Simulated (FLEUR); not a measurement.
Here is a FLEUR MaX-R8.1 (later development tree) calculation.

The input inp.xml:

```xml
<?xml version="1.0" encoding="UTF-8" standalone="no"?>
<fleurInput fleurInputVersion="0.39">
   <comment>
      TiAl                                                                                                
   </comment>
   <calculationSetup>
      <cutoffs Kmax="4.21" Gmax="13.0" GmaxXC="13.0" numbands="0"/>
      <scfLoop itmax="80" minDistance="0.0001" maxIterBroyd="30" imix="Anderson" alpha="0.05" precondParam="0.0" spinf="2.0" sdNocoIR="T"/>
      <coreElectrons ctail="F" frcor="F" kcrel="0" coretail_lmax="0"/>
      <xcFunctional name="LibXC" relativisticCorrections="F">
         <LibXCName exchange="mgga_x_r2scan" correlation="mgga_c_r2scan"/>
         <AuxGGA exchange="117" correlation="130"/>
      </xcFunctional>
      <magnetism jspins="1"/>
      <soc l_soc="F" theta="0.0" phi="0.0" spav="F"/>
      <expertModes spex="0" secvar="F"/>
      <geometryOptimization l_f="F" forcealpha="1.0" forcemix="BFGS" epsdisp="0.00001" epsforce="0.00001"/>
      <ldaU l_linMix="F" mixParam="0.05" spinf="1.0"/>
   </calculationSetup>
   <cell>
      <bzIntegration valenceElectrons="23.0" mode="hist" fermiSmearingEnergy="0.00183747">
         <kPointListSelection listName="default-1"/>
         <!-- k-points included here -->
         <xi:include xmlns:xi="http://www.w3.org/2001/XInclude" href="kpts.xml"> </xi:include>
      </bzIntegration>
      <!-- symmetry operations included here -->
      <xi:include xmlns:xi="http://www.w3.org/2001/XInclude" href="sym.xml"> </xi:include>
      <bulkLattice scale="1.0">
         <bravaisMatrix>
            <row-1>    5.4183403472121139     0.0000000000000000     0.0000000000000000</row-1>
            <row-2>   -2.7091701735115707     4.6924203869794052     0.0000000000000000</row-2>
            <row-3>    0.0000000000000000     0.0000000000000000     8.8402956581471415</row-3>
         </bravaisMatrix>
      </bulkLattice>
   </cell>
   <atomSpecies>
      <species name="Titanium (Ti)" element="Ti" atomicNumber="22">
         <mtSphere radius="2.48" gridPoints="829" logIncrement="0.015"/>
         <atomicCutoffs lmax="10" lnonsphr="10"/>
         <electronConfig flipSpins="F">
            <coreConfig>(1s1/2) (2s1/2) (2p1/2) (2p3/2)</coreConfig>
            <valenceConfig>(3s1/2) (3p1/2) (3p3/2) (4s1/2) (3d3/2) (3d5/2)</valenceConfig>
            <stateOccupation state="(3d3/2)" spinUp="0.400000" spinDown="0.400000"/>
            <stateOccupation state="(3d5/2)" spinUp="0.600000" spinDown="0.600000"/>
         </electronConfig>
         <energyParameters s="4" p="4" d="3" f="4"/>
         <lo type="SCLO" l="0" n="3" eDeriv="0"/>
         <lo type="SCLO" l="1" n="3" eDeriv="0"/>
         <lo type="SCLO" l="1" n="3" eDeriv="1"/>
         <lo type="SCLO" l="2" n="3" eDeriv="2"/>
         <lo type="SCLO" l="3" n="4" eDeriv="2"/>
      </species>
      <species name="Aluminum (Al)" element="Al" atomicNumber="13">
         <mtSphere radius="2.33" gridPoints="777" logIncrement="0.015"/>
         <atomicCutoffs lmax="9" lnonsphr="9"/>
         <electronConfig flipSpins="F">
            <coreConfig>(1s1/2)</coreConfig>
            <valenceConfig>(2s1/2) (2p1/2) (2p3/2) (3s1/2) (3p1/2) (3p3/2)</valenceConfig>
            <stateOccupation state="(3p1/2)" spinUp="0.166667" spinDown="0.166667"/>
            <stateOccupation state="(3p3/2)" spinUp="0.333333" spinDown="0.333333"/>
         </electronConfig>
         <energyParameters s="3" p="3" d="3" f="4"/>
         <lo type="SCLO" l="0" n="2" eDeriv="0"/>
         <lo type="SCLO" l="1" n="2" eDeriv="0"/>
         <lo type="SCLO" l="2" n="3" eDeriv="2"/>
         <lo type="SCLO" l="3" n="4" eDeriv="2"/>
      </species>
   </atomSpecies>
   <atomGroups>
      <atomGroup species="Titanium (Ti)">
         <relPos label="                   1">.0000000000 .0000000000 .0000000000</relPos>
         <force calculate="T" relaxXYZ="TTT"/>
      </atomGroup>
      <atomGroup species="Aluminum (Al)">
         <relPos label="                   2">1.000/3.000 -1.000/3.000 1.000/2.000</relPos>
         <force calculate="T" relaxXYZ="TTT"/>
      </atomGroup>
   </atomGroups>
   <output dos="F" band="F" slice="F">
      <checks vchk="F" cdinf="F"/>
      <bandDOS minEnergy="-.5*Htr" maxEnergy="0.5*Htr" sigma="0.015" storeEVData="T"/>
      <vacuumDOS vacdos="F" integ="F" star="F" nstars="0" locx1="0.0" locy1="0.0" locx2="0.0" locy2="0.0" nstm="0" tworkf="0.0"/>
      <unfoldingBand unfoldBand="F" supercellX="1" supercellY="1" supercellZ="1"/>
      <plotting iplot="0" polar="F">
         <plot TwoD="T" vec1="  1.0  0.0  0.0" vec2="  0.0  1.0  0.0" vec3="  0.0  0.0  1.0" zero="  0.0  0.0  0.0" file="plot"/>
      </plotting>
      <chargeDensitySlicing numkpt="0" minEigenval="0.0" maxEigenval="0.0" nnne="0" pallst="F"/>
      <specialOutput eonly="F"/>
      <moessbauerParams electricFieldGradient="T" isomerShift="T" coreHyperfine="T" valenceHyperfine="T"/>
      <magneticCircularDichroism mcd="F" energyLo="-10.0" energyUp="0.0"/>
   </output>
  <!-- We include the file relax.xml here to enable relaxations (see documentation) -->
  <xi:include xmlns:xi="http://www.w3.org/2001/XInclude" href="relax.xml"> <xi:fallback/> </xi:include>
</fleurInput>
```

crystal.txt

```
TiAl
&input cartesian=F /
2.8672622327  0.0000000000  0.0000000000
-1.4336311163  2.4831219328  0.0000000000
0.0000000000  0.0000000000  4.6780830000
1.8897261246
1.0 1.0 1.0

2
22 0.0000000000  0.0000000000  0.0000000000
13 0.3333333333  0.6666666667  0.5000000000

&kpt div1=11 div2=11 div3=6 gamma=T /
```

The input inp.xml (dos):

```
<?xml version="1.0" encoding="UTF-8" standalone="no"?>
<fleurInput fleurInputVersion="0.39">
   <comment>
      TiAl                                                                                                
   </comment>
   <calculationSetup>
      <cutoffs Kmax="4.21" Gmax="13.0" GmaxXC="13.0" numbands="0"/>
      <scfLoop itmax="80" minDistance="0.0001" maxIterBroyd="30" imix="Anderson" alpha="0.05" precondParam="0.0" spinf="2.0" sdNocoIR="T"/>
      <coreElectrons ctail="F" frcor="F" kcrel="0" coretail_lmax="0"/>
      <xcFunctional name="LibXC" relativisticCorrections="F">
         <LibXCName exchange="mgga_x_r2scan" correlation="mgga_c_r2scan"/>
         <AuxGGA exchange="117" correlation="130"/>
      </xcFunctional>
      <magnetism jspins="1"/>
      <soc l_soc="F" theta="0.0" phi="0.0" spav="F"/>
      <expertModes spex="0" secvar="F"/>
      <geometryOptimization l_f="F" forcealpha="1.0" forcemix="BFGS" epsdisp="0.00001" epsforce="0.00001"/>
      <ldaU l_linMix="F" mixParam="0.05" spinf="1.0"/>
   </calculationSetup>
   <cell>
      <bzIntegration valenceElectrons="23.0" mode="hist" fermiSmearingEnergy="0.00183747">
         <kPointListSelection listName="default-1"/>
         <!-- k-points included here -->
         <xi:include xmlns:xi="http://www.w3.org/2001/XInclude" href="kpts.xml"> </xi:include>
      </bzIntegration>
      <!-- symmetry operations included here -->
      <xi:include xmlns:xi="http://www.w3.org/2001/XInclude" href="sym.xml"> </xi:include>
      <bulkLattice scale="1.0">
         <bravaisMatrix>
            <row-1>    5.4183403472121139     0.0000000000000000     0.0000000000000000</row-1>
            <row-2>   -2.7091701735115707     4.6924203869794052     0.0000000000000000</row-2>
            <row-3>    0.0000000000000000     0.0000000000000000     8.8402956581471415</row-3>
         </bravaisMatrix>
      </bulkLattice>
   </cell>
   <atomSpecies>
      <species name="Titanium (Ti)" element="Ti" atomicNumber="22">
         <mtSphere radius="2.48" gridPoints="829" logIncrement="0.015"/>
         <atomicCutoffs lmax="10" lnonsphr="10"/>
         <electronConfig flipSpins="F">
            <coreConfig>(1s1/2) (2s1/2) (2p1/2) (2p3/2)</coreConfig>
            <valenceConfig>(3s1/2) (3p1/2) (3p3/2) (4s1/2) (3d3/2) (3d5/2)</valenceConfig>
            <stateOccupation state="(3d3/2)" spinUp="0.400000" spinDown="0.400000"/>
            <stateOccupation state="(3d5/2)" spinUp="0.600000" spinDown="0.600000"/>
         </electronConfig>
         <energyParameters s="4" p="4" d="3" f="4"/>
         <lo type="SCLO" l="0" n="3" eDeriv="0"/>
         <lo type="SCLO" l="1" n="3" eDeriv="0"/>
         <lo type="SCLO" l="1" n="3" eDeriv="1"/>
         <lo type="SCLO" l="2" n="3" eDeriv="2"/>
         <lo type="SCLO" l="3" n="4" eDeriv="2"/>
      </species>
      <species name="Aluminum (Al)" element="Al" atomicNumber="13">
         <mtSphere radius="2.33" gridPoints="777" logIncrement="0.015"/>
         <atomicCutoffs lmax="9" lnonsphr="9"/>
         <electronConfig flipSpins="F">
            <coreConfig>(1s1/2)</coreConfig>
            <valenceConfig>(2s1/2) (2p1/2) (2p3/2) (3s1/2) (3p1/2) (3p3/2)</valenceConfig>
            <stateOccupation state="(3p1/2)" spinUp="0.166667" spinDown="0.166667"/>
            <stateOccupation state="(3p3/2)" spinUp="0.333333" spinDown="0.333333"/>
         </electronConfig>
         <energyParameters s="3" p="3" d="3" f="4"/>
         <lo type="SCLO" l="0" n="2" eDeriv="0"/>
         <lo type="SCLO" l="1" n="2" eDeriv="0"/>
         <lo type="SCLO" l="2" n="3" eDeriv="2"/>
         <lo type="SCLO" l="3" n="4" eDeriv="2"/>
      </species>
   </atomSpecies>
   <atomGroups>
      <atomGroup species="Titanium (Ti)">
         <relPos label="                   1">.0000000000 .0000000000 .0000000000</relPos>
         <force calculate="T" relaxXYZ="TTT"/>
      </atomGroup>
      <atomGroup species="Aluminum (Al)">
         <relPos label="                   2">1.000/3.000 -1.000/3.000 1.000/2.000</relPos>
         <force calculate="T" relaxXYZ="TTT"/>
      </atomGroup>
   </atomGroups>
   <output dos="T" band="F" slice="F">
      <checks vchk="F" cdinf="F"/>
      <bandDOS minEnergy="-0.8*Htr" maxEnergy="0.5*Htr" sigma="0.005" storeEVData="T"/>
      <vacuumDOS vacdos="F" integ="F" star="F" nstars="0" locx1="0.0" locy1="0.0" locx2="0.0" locy2="0.0" nstm="0" tworkf="0.0"/>
      <unfoldingBand unfoldBand="F" supercellX="1" supercellY="1" supercellZ="1"/>
      <plotting iplot="0" polar="F">
         <plot TwoD="T" vec1="  1.0  0.0  0.0" vec2="  0.0  1.0  0.0" vec3="  0.0  0.0  1.0" zero="  0.0  0.0  0.0" file="plot"/>
      </plotting>
      <chargeDensitySlicing numkpt="0" minEigenval="0.0" maxEigenval="0.0" nnne="0" pallst="F"/>
      <specialOutput eonly="F"/>
      <moessbauerParams electricFieldGradient="T" isomerShift="T" coreHyperfine="T" valenceHyperfine="T"/>
      <magneticCircularDichroism mcd="F" energyLo="-10.0" energyUp="0.0"/>
   </output>
  <!-- We include the file relax.xml here to enable relaxations (see documentation) -->
  <xi:include xmlns:xi="http://www.w3.org/2001/XInclude" href="relax.xml"> <xi:fallback/> </xi:include>
</fleurInput>
```

Potentials or basis: all-electron, FLAPW.

Run with:

```console
$ inpgen -f crystal.txt -profile fastHighL
$ # inp.xml edited to the form shown
$ fleur_MPI
$ fleur_MPI   # second run, on inp.xml (dos)
```

(1) Estimate the band gap on the k mesh.

## Answers

(1) none (metal or under the smearing width).

Caveat: the meta-GGA is that of a development version, with a GGA for the radial functions and cores and without core tails.
